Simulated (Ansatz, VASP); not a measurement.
## Cross-check of CuI (Marshite) between VASP and Ansatz

Aim: how closely do two programs agree when they are given the same cell, functional and k mesh? The cell is taken from a series of VASP runs on this material, whose earlier steps may have relaxed, scaled or displaced it; both programs get it as it stands.

Program: Ansatz 0.2.0. Level of theory: plane waves, with VASP 6.6.1 beside it; band structure at HSE06. Results are calculated unless marked as measured.

**1. The structure**

Symmetry: F-43m, No. 216, cubic system. Conventional cell: a = 6.011 Å, b = 6.011 Å, c = 6.011 Å, α = 90.00°, β = 90.00°, γ = 90.00°. Nearest to Cu lie 4 I at 2.60 Å. I has 4 Cu at 2.60 Å nearest. Farther neighbours and most contacts between anions are not listed.

**2. VASP: band structure, HSE06**

Levels along a path test the potential and the projectors away from the mesh points.

Lines of VASP's logs that name or quote its potential files are left out, and so is its time.

The run reads the wave functions of an earlier VASP run, which isn't shown here.

Contents of INCAR:

```
SYSTEM = CuI
PREC = Accurate
ENCUT = 400
EDIFF = 1E-06
NELM = 100
ISMEAR = 0
SIGMA = 0.05
LREAL = .FALSE.
ALGO = Normal
LHFCALC = .TRUE.
AEXX = 0.25
GGA = PE
HFSCREEN = 0.2
LASPH = .TRUE.
NBANDS = 15
PRECFOCK = Fast
LORBIT = 11
LWAVE = .FALSE.
LCHARG = .FALSE.
KPAR = 2
```

Contents of POSCAR:

```
CuI
1.0
    0.0000000000      3.0055023643      3.0055023643
    3.0055023643      0.0000000000      3.0055023643
    3.0055023643      3.0055023643      0.0000000000
Cu I
1 1
Direct
    0.2500000000      0.2500000000      0.2500000000
    0.0000000000      0.0000000000      0.0000000000
```

Contents of KPOINTS:

```
Automatic mesh
0
Gamma
4 4 4
0 0 0
```

Contents of KPOINTS_OPT:

```
Line mode
6
Line-mode
Reciprocal
  0.00000000   0.00000000   0.00000000 GAMMA
  0.50000000   0.00000000   0.50000000 X

  0.50000000   0.00000000   0.50000000 X
  0.50000000   0.25000000   0.75000000 W

  0.50000000   0.25000000   0.75000000 W
  0.37500000   0.37500000   0.75000000 K

  0.37500000   0.37500000   0.75000000 K
  0.00000000   0.00000000   0.00000000 GAMMA

  0.00000000   0.00000000   0.00000000 GAMMA
  0.50000000   0.50000000   0.50000000 L

  0.50000000   0.50000000   0.50000000 L
  0.62500000   0.25000000   0.62500000 U

  0.62500000   0.25000000   0.62500000 U
  0.50000000   0.25000000   0.75000000 W

  0.50000000   0.25000000   0.75000000 W
  0.50000000   0.50000000   0.50000000 L

  0.50000000   0.50000000   0.50000000 L
  0.37500000   0.37500000   0.75000000 K

  0.62500000   0.25000000   0.62500000 U
  0.50000000   0.00000000   0.50000000 X
```

Potentials, in the order of the species: Cu and I (PBE family, release 64).

Run with:

```console
$ mpirun -np 2 vasp_std
```

Numbers of over 12 decimals in the logs are rounded to 6 here.

The program printed:

```text
[banner, memory and clock lines left out]
running    2 mpi-ranks, on    1 nodes
 distrk:  each k-point on    1 cores,    2 groups
 distr:  one band on    1 cores,    1 groups

 POSCAR found type information on POSCAR CuI
 POSCAR found :  2 types and       2 ions
 LDA part: xc-table for (Slater+PW92), standard interpolation
 found WAVECAR, reading the header
 POSCAR, INCAR and KPOINTS ok, starting setup
 FFT: planning ... GRIDC
 FFT: planning ... GRID_SOFT
 FFT: planning ... GRID
 reading WAVECAR
 the WAVECAR file was read successfully
 initial charge from wavefunction
 entering main loop
       N       E                     dE             d eps       ncg     rms          rms(c)
DAV:   1    -0.644404621125E+01   -0.64440E+01   -0.23674E-01   392   0.213E+01    0.185E+00
DAV:   2    -0.643388342169E+01    0.10163E-01   -0.17496E-01   306   0.130E+01    0.192E+00
DAV:   3    -0.643620974127E+01   -0.23263E-02   -0.90283E-03   366   0.132E+00    0.109E+00
DAV:   4    -0.643606588106E+01    0.14386E-03   -0.12987E-03   311   0.121E+00    0.664E-01
DAV:   5    -0.643604843294E+01    0.17448E-04   -0.28958E-04   381   0.394E-01    0.464E-01
DAV:   6    -0.643604850246E+01   -0.69513E-07   -0.17029E-05   360   0.738E-02    0.285E-01
DAV:   7    -0.643604884103E+01   -0.33857E-06   -0.48489E-06   247   0.555E-02
   1 F= -.64360488E+01 E0= -.64360488E+01  d E =-.828840E-18
 Start KPOINTS_OPT (optional k-point list driver)
k-point batch [1-8\60]
       N       E                     dE             ncg
DAV:   1     0.881603868890E+03   -0.16013E+04      240
DAV:   2     0.163396781320E+02   -0.86526E+03      247
DAV:   3    -0.462097399725E+02   -0.62549E+02      338
DAV:   4    -0.484847961997E+02   -0.22751E+01      318
DAV:   5    -0.485610216598E+02   -0.76225E-01      386
DAV:   6    -0.485624396932E+02   -0.14180E-02      354
DAV:   7    -0.485624569437E+02   -0.17251E-04      400
DAV:   8    -0.485624571279E+02   -0.18420E-06      281
[...]
k-point batch [57-60\60]
       N       E                     dE             ncg
DAV:   1     0.270402062044E+04   -0.16879E+04      120
DAV:   2     0.225699832852E+04   -0.44702E+03      134
DAV:   3     0.222979032083E+04   -0.27208E+02      162
DAV:   4     0.222893826032E+04   -0.85206E+00      155
DAV:   5     0.222890123675E+04   -0.37024E-01      208
DAV:   6     0.222890078528E+04   -0.45147E-03      176
DAV:   7     0.222890077954E+04   -0.57346E-05      201
DAV:   8     0.222890077946E+04   -0.86868E-07      144
```

From OUTCAR (step 2):

```text
ion  position               nearest neighbor table
   1  0.250  0.250  0.250-   2 2.60   2 2.60   2 2.60   2 2.60
   2  0.000  0.000  0.000-   1 2.60   1 2.60   1 2.60   1 2.60

  LATTYP: Found a face centered cubic cell.
 ALAT       =     6.0110047286

 Subroutine GETGRP returns: Found 24 space group operations
 (whereof 24 operations were pure point group operations)

The static configuration has the point symmetry T_d .

 Found      8 irreducible k-points:

   k-points           NKPTS =      8   k-points in BZ     NKDIM =     64   number of bands    NBANDS=     15

   dimension x,y,z NGX =    28 NGY =   28 NGZ =   28
   dimension x,y,z NGXF=    56 NGYF=   56 NGZF=   56

   ENCUT  =  400.0 eV  29.40 Ry    5.42 a.u.   6.93  6.93  6.93*2*pi/ulx,y,z

   NELECT =      18.0000    total number of electrons

 k-points in reciprocal lattice and weights: Automatic mesh
   0.00000000  0.00000000  0.00000000       0.016
   0.25000000  0.00000000  0.00000000       0.125
   0.50000000  0.00000000  0.00000000       0.062
   0.25000000  0.25000000  0.00000000       0.094
   0.50000000  0.25000000  0.00000000       0.375
  -0.25000000  0.25000000  0.00000000       0.188
   0.50000000  0.50000000  0.00000000       0.047
  -0.25000000  0.50000000  0.25000000       0.094

  exchange ACFDT corr.  =         0.00000000  see jH, gK, PRB 81, 115126

 average (electrostatic) potential at core
       1 -57.8902       2 -88.4242

 E-fermi :   4.0597

 k-point     1 :       0.0000    0.0000    0.0000
  band No.  band energies     occupation
    ...
      5       1.1589      2.00000
      6       1.1589      2.00000
      7       3.7639      2.00000
      8       3.7639      2.00000
      9       3.7639      2.00000
     10       6.4275      0.00000
     11      10.0425      0.00000
     12      10.0425      0.00000
     13      10.0426      0.00000
     14      13.6920      0.00000
    ...

 k-point     2 :       0.2500    0.0000    0.0000
  band No.  band energies     occupation
    ...
      5       1.1489      2.00000
      6       1.1489      2.00000
      7       2.0275      2.00000
      8       3.3063      2.00000
      9       3.3063      2.00000
     10       7.5535      0.00000
     11      10.6363      0.00000
     12      10.6363      0.00000
     13      10.7381      0.00000
     14      13.9832      0.00000
    ...

 k-point     3 :       0.5000    0.0000    0.0000
  band No.  band energies     occupation
    ...
      5       1.1831      2.00000
      6       1.1831      2.00000
      7       1.2394      2.00000
      8       2.8870      2.00000
      9       2.8870      2.00000
     10       7.3820      0.00000
     11      10.5592      0.00000
     12      10.5592      0.00000
     13      12.6316      0.00000
     14      14.6762      0.00000
    ...

  energy-cutoff  :      400.00
  volume of cell :       54.30
      direct lattice vectors                 reciprocal lattice vectors
     0.000000000  3.005502364  3.005502364    -0.166361539  0.166361539  0.166361539
     3.005502364  0.000000000  3.005502364     0.166361539 -0.166361539  0.166361539
     3.005502364  3.005502364  0.000000000     0.166361539  0.166361539 -0.166361539

 POSITION                                       TOTAL-FORCE (eV/Angst)
 -----------------------------------------------------------------------------------
      1.50275      1.50275      1.50275        -0.000000      0.000000      0.000000
      0.00000      0.00000      0.00000         0.000000     -0.000000     -0.000000
 -----------------------------------------------------------------------------------
    total drift:                                0.000578      0.000486      0.000451

  FREE ENERGIE OF THE ION-ELECTRON SYSTEM (eV)
  ---------------------------------------------------
  free  energy   TOTEN  =        -6.4360488410 eV

  energy  without entropy=       -6.4360488410  energy(sigma->0) =       -6.43604884

 total charge
# of ion       s       p       d       tot
------------------------------------------
    1        0.302   0.268   9.419   9.988
    2        1.487   2.885   0.047   4.418
--------------------------------------------------
tot          1.789   3.152   9.465  14.406

[... 3 further parts left out ...]
```

The k-mesh is coarse for exact exchange; levels may shift by about 0.1 eV on a finer one.

(Part 1 of 2 ends here.)

[Lines on the potential files, build, host, timing and source positions are cut from VASP's logs without a mark.]

[Logs are printed without paths, hosts, clocks, repeated set-up lines and the standing remarks that a program may print on its own settings, such as how far it seeks lower states.]

[Hosts, paths, dates, database ids (printed as entryN), source tags and the programs' standing remarks are cut or masked in the printed files.]
